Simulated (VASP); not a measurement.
# Ni (Im-3m) in VASP: notebook

The runs below take Ni through relaxation of cell and atoms, single point, with PBEsol, RPBE.

All numbers are computed with VASP 6.6.1; they aren't measurements. Logs are shortened: lines on timing, memory, paths and dates and some standing lists are left out, and cuts for length are marked.

## Step 1: Starting point

It takes space group Im-3m (No. 229, cubic). The conventional cell has a = 2.794 Å, b = 2.794 Å, c = 2.794 Å, α = 90.00°, β = 90.00°, γ = 90.00°. Ni (site symmetry m-3m) has 8 Ni at 2.42 Å as nearest neighbours.

This isn't the form of Ni at room conditions, which is fcc.

## Step 2: Relaxation of cell and atoms, PBEsol, collinear spin, ferromagnetic start

INCAR

```
  PREC = Accurate
  ENCUT = 600
  EDIFF = 1E-7
  ISMEAR = 0
  SIGMA = 0.1
  LREAL = F
  LASPH = T
  NELM = 100
  ALGO = Normal
  ISIF = 3
  LWAVE = F
  LCHARG = F
  ISPIN = 2
  MAGMOM = 1
  LORBIT = 11
  LMAXMIX = 4
  GGA = PS
  IBRION = 2
  NSW = 90
  EDIFFG = -0.005
```

KPOINTS

```
Automatic mesh
0
Gamma
  8 8 8
```

POSCAR

```
Ni
1.0
   -1.3967612200      1.3967612200      1.3967612200
    1.3967612200     -1.3967612200      1.3967612200
    1.3967612200      1.3967612200     -1.3967612200
Ni
1
Direct
    0.0000000000      0.0000000000      0.0000000000
```

Potentials or basis: VASP PAW PBE potentials, release 64 (Ni).

Launch:

```bash
$ cat potpaw_PBE.64/Ni/POTCAR > POTCAR
$ mpirun -np 1 vasp_std > vasp.out
```

OUTCAR:

```text
PREC = Accurate
   ENCUT = 600
   EDIFF = 1E-7
   ISMEAR = 0
   LREAL = F
   LASPH = T
   NELM = 100
   ISIF = 3
   ISPIN = 2
   LORBIT = 11
   GGA = PS
   IBRION = 2
   NSW = 90
   EDIFFG = -0.005

 ion  position               nearest neighbor table
   1  0.000  0.000  0.000-

  LATTYP: Found a body centered cubic cell.
 ALAT       =     2.7935224400

  Lattice vectors:

 A1 = (  -1.3967612200,   1.3967612200,   1.3967612200)
 A2 = (   1.3967612200,  -1.3967612200,   1.3967612200)
 A3 = (   1.3967612200,   1.3967612200,  -1.3967612200)

Analysis of symmetry for initial positions (statically):
=====================================================================
 Subroutine PRICEL returns:
 Original cell was already a primitive cell.

 Routine SETGRP: Setting up the symmetry group for a
 body centered cubic supercell.

 Subroutine GETGRP returns: Found 48 space group operations
 (whereof 48 operations were pure point group operations)
 out of a pool of 48 trial point group operations.

The static configuration has the point symmetry O_h .

Analysis of symmetry for dynamics (positions and initial velocities):
=====================================================================
 Subroutine PRICEL returns:
 Original cell was already a primitive cell.

 Routine SETGRP: Setting up the symmetry group for a
 body centered cubic supercell.

 Subroutine GETGRP returns: Found 48 space group operations
 (whereof 48 operations were pure point group operations)
 out of a pool of 48 trial point group operations.

The dynamic configuration has the point symmetry O_h .

Analysis of structural, dynamic, and magnetic symmetry:
=====================================================================
 Subroutine PRICEL returns:
 Original cell was already a primitive cell.

 Routine SETGRP: Setting up the symmetry group for a
 body centered cubic supercell.

 Subroutine GETGRP returns: Found 48 space group operations
 (whereof 48 operations were pure point group operations)
 out of a pool of 48 trial point group operations.

The overall configuration has the point symmetry O_h .

 Subroutine INISYM returns: Found 48 space group operations
 (whereof 48 operations are pure point group operations),
 and found     1 'primitive' translations

----------------------------------------------------------------------------------------

                                     Primitive cell

[... 110 lines left out ...]
  Fermi-wavevector in a.u.,A,eV,Ry     =   1.590740  3.006064 34.428934  2.530455
  Thomas-Fermi vector in A             =   2.689389
   LORBIT       =     11    0 simple, 1 ext, 2 COOP (PROOUT), +10 PAW based schemes
   GGA     = PS    functional components
   LHFCALC =     F    Hartree Fock is set to
   AEXX    =    0.0000 exact exchange contribution
   IVDW    =     0    specifies the selected vdW correction
   LEPSILON=     F    determine dielectric tensor
   LRPA    =     F    only Hartree local field effects (RPA)
 conjugate gradient relaxation of ions
 spin polarized calculation
 Gauss-broadening in eV      SIGMA  =   0.10
  energy-cutoff  :      600.00
  volume of cell :       10.90
 maximum number of plane-waves:       378
   NGX =  9   NGY =  9   NGZ =  9

--------------------------------------- Ionic step        1  -------------------------------------------

 number of electron      10.0000000 magnetization       1.0000000

 number of electron       9.9999993 magnetization       0.5654807

 Free energy of the ion-electron system (eV)
  ---------------------------------------------------
  ext. energy  EPLUGINS =         0.00000000
  ---------------------------------------------------
  free energy    TOTEN  =        -6.02357958 eV

  energy without entropy =       -6.01543476  energy(sigma->0) =       -6.01950717

------------------------ aborting loop because EDIFF is reached ----------------------------------------

  FORCE on cell =-STRESS in cart. coord.  units (eV):
  Direction    XX          YY          ZZ          XY          YZ          ZX
  --------------------------------------------------------------------------------------
  -------------------------------------------------------------------------------------
  Total       -0.5295699     -0.5295699     -0.5295699      0.0000000      0.0000000      0.0000000
  in kB      -77.8408122    -77.8408122    -77.8408122      0.0000000      0.0000000      0.0000000
  external PRESSURE =     -77.8408122 kB  Pullay stress =       0.0000000 kB
[... 22 lines left out ...]
--------------------------------------- Ionic step        2  -------------------------------------------

 number of electron      10.0000007 magnetization       0.5109122

 E-fermi :  10.1633     XC(G=0): -13.8840

 val. band max:       10.1606532430   @ k =   0.5000   0.5000   0.3750
 cond. band min:      10.1987413501   @ k =   0.5000   0.5000   0.1250
 fundamental gap:      0.0380881071
 Fermi energy:        10.1632719785

 spin component 1

 k-point     1 :       0.0000    0.0000    0.0000
  band No.  band energies     occupation
      1       0.6948      1.00000
      2       7.7089      1.00000
      3       7.7089      1.00000
      4       7.7089      1.00000
      5       9.3062      1.00000
      6       9.3062      1.00000
      7      37.3811      0.00000
      8      37.3811      0.00000
      9      37.3811      0.00000
     10      42.8123      0.00000
[... 649 lines left out ...]
--------------------------------------- Ionic step        3  -------------------------------------------

 number of electron      10.0000005 magnetization       0.5443121

 Free energy of the ion-electron system (eV)
  ---------------------------------------------------
  ext. energy  EPLUGINS =         0.00000000
  ---------------------------------------------------
  free energy    TOTEN  =        -6.03423638 eV

  energy without entropy =       -6.02618454  energy(sigma->0) =       -6.03021046

 E-fermi :   9.6046     XC(G=0): -13.6507

 val. band max:        9.5978128498   @ k =   0.3750   0.1250   0.0000
 cond. band min:       9.6086650738   @ k =   0.5000   0.0000   0.0000
 fundamental gap:      0.0108522240
 Fermi energy:         9.6046133792

 spin component 1

 k-point     1 :       0.0000    0.0000    0.0000
  band No.  band energies     occupation
      1       0.3992      1.00000
      2       7.2267      1.00000
      3       7.2267      1.00000
      4       7.2267      1.00000
      5       8.7478      1.00000
      6       8.7479      1.00000
      7      36.4127      0.00000
      8      36.4127      0.00000
      9      36.4127      0.00000
     10      41.5612      0.00000
[... 643 lines left out ...]
  FREE ENERGIE OF THE ION-ELECTRON SYSTEM (eV)
  ---------------------------------------------------
  free  energy   TOTEN  =        -6.0342363779 eV

  energy  without entropy=       -6.0261845416  energy(sigma->0) =       -6.03021046

 reached required accuracy - stopping structural energy minimisation

 total charge

# of ion       s       p       d       tot
------------------------------------------
    1        0.510   0.523   8.355   9.388

 magnetization (x)

# of ion       s       p       d       tot
------------------------------------------
    1       -0.005  -0.015   0.567   0.547
```

CONTCAR:

```text
Ni
   1.00000000000000
    -1.3786236499901334    1.3786236499901332    1.3786236499901332
     1.3786236499901334   -1.3786236499901332    1.3786236499901332
     1.3786236499901334    1.3786236499901332   -1.3786236499901332
  Ni
     1
Direct
     0.0000000000000000    0.0000000000000000    0.0000000000000000

  0.00000000E+00  0.00000000E+00  0.00000000E+00
```

Wall time 16 s (1 thread of Intel Xeon Platinum 8488C (Sapphire Rapids), shared host); peak memory 0.14 GiB.

What came out:

| Property | Result |
| --- | --- |
| Free energy | -6.0342 eV |
| Relaxed volume | 10.48 Å³/atom |
| Relaxed cell | a = 2.388 Å, b = 2.388 Å, c = 2.388 Å, α = 109.47°, β = 109.47°, γ = 109.47° |
| Space group after relaxing (to 0.05 Å) | Im-3m (No. 229) |
| Energy gained by relaxing | 10.7 meV/atom |
| Ionic steps | 3 |
| Pressure after relaxing | -0.1 GPa |
| Band gap on the k mesh | none (metal or under the smearing width) |
| Net moment | 0.54 μB per cell |
| Site moments | Ni +0.55 μB |
| Valence electrons inside the program's atomic spheres | Ni 9.39 |

The path:
```
step  energy change (eV)  largest force (eV/Å)  pressure (GPa)  volume (Å³)
   1              0.0000                0.0000           -7.78        10.90
   2              0.0000                0.0000            9.00        10.09
   3             -0.0107                0.0000           -0.07        10.48
```

Final structure:
```
CELL_PARAMETERS angstrom
-1.37862 1.37862 1.37862
1.37862 -1.37862 1.37862
1.37862 1.37862 -1.37862
ATOMIC_POSITIONS crystal
Ni 0.00000 0.00000 0.00000
```

Caveat: the k mesh is coarse (spacing up to 0.40 Å⁻¹), so the values aren't converged; the PAW data sets were made with another functional, which shifts forces and pressure a little.

## Step 3: Single point, PBEsol, collinear spin, ferromagnetic start

INCAR

```
  ALGO = Normal
  EDIFF = 1E-7
  ENCUT = 520
  GGA = PS
  ISIF = 2
  ISMEAR = 0
  ISPIN = 2
  LASPH = T
  LCHARG = F
  LMAXMIX = 4
  LORBIT = 11
  LREAL = F
  LWAVE = F
  MAGMOM = 1
  NELM = 100
  PREC = Accurate
  SIGMA = 0.1
```

KPOINTS

```
k-points
0
Gamma
  20 20 20
```

POSCAR is that of step 2.

Potentials or basis: VASP PAW PBE potentials, release 64 (Ni).

Launch:

```bash
$ cat potpaw_PBE.64/Ni/POTCAR > POTCAR
$ mpirun -np 1 vasp_std > vasp.out
```

Wall time 30 s (1 thread of Intel Xeon Platinum 8488C (Sapphire Rapids), shared host); peak memory 0.16 GiB.

It converged, with:

* Free energy: -6.0259 eV
* Pressure: -8.1 GPa
* Band gap on the k mesh: none (metal or under the smearing width)
* Net moment: 0.56 μB per cell
* Site moments: Ni +0.57 μB
* Valence electrons inside the program's atomic spheres: Ni 9.31

Levels at points of the mesh, in eV from the Fermi level:
Spin up:
| k point | band 2 | band 3 | band 4 | band 5 | band 6 | band 7 | band 8 | band 9 |
| --- | --- | --- | --- | --- | --- | --- | --- | --- |
| (0.00, 0.00, 0.00) | -2.29 | -2.29 | -2.29 | -0.87 | -0.87 | 26.41 | 26.41 | 26.41 |
| (0.50, 0.00, 0.00) | -3.21 | -0.95 | -0.72 | -0.05 | 0.23 | 6.44 | 19.06 | 19.94 |
| (0.50, 0.50, 0.50) | -4.17 | -0.27 | -0.27 | -0.27 | 9.71 | 9.71 | 9.71 | 15.63 |
Spin down:
| k point | band 1 | band 2 | band 3 | band 4 | band 5 | band 6 | band 7 | band 8 | band 9 | band 10 |
| --- | --- | --- | --- | --- | --- | --- | --- | --- | --- | --- |
| (0.00, 0.00, 0.00) | -8.92 | -1.63 | -1.63 | -1.63 | -0.36 | -0.36 | 26.34 | 26.34 | 26.34 | 31.24 |
| (0.50, 0.00, 0.00) | -4.25 | -2.60 | -0.39 | -0.20 | 0.22 | 0.71 | 6.80 | 19.02 | 20.05 | 23.86 |
| (0.50, 0.50, 0.50) | -3.83 | -3.83 | 0.48 | 0.48 | 0.48 | 9.76 | 9.76 | 9.76 | 15.77 | 15.77 |

Caveat: the PAW data sets were made with another functional, which shifts forces and pressure a little.

(Continued in part 2 of 2.)
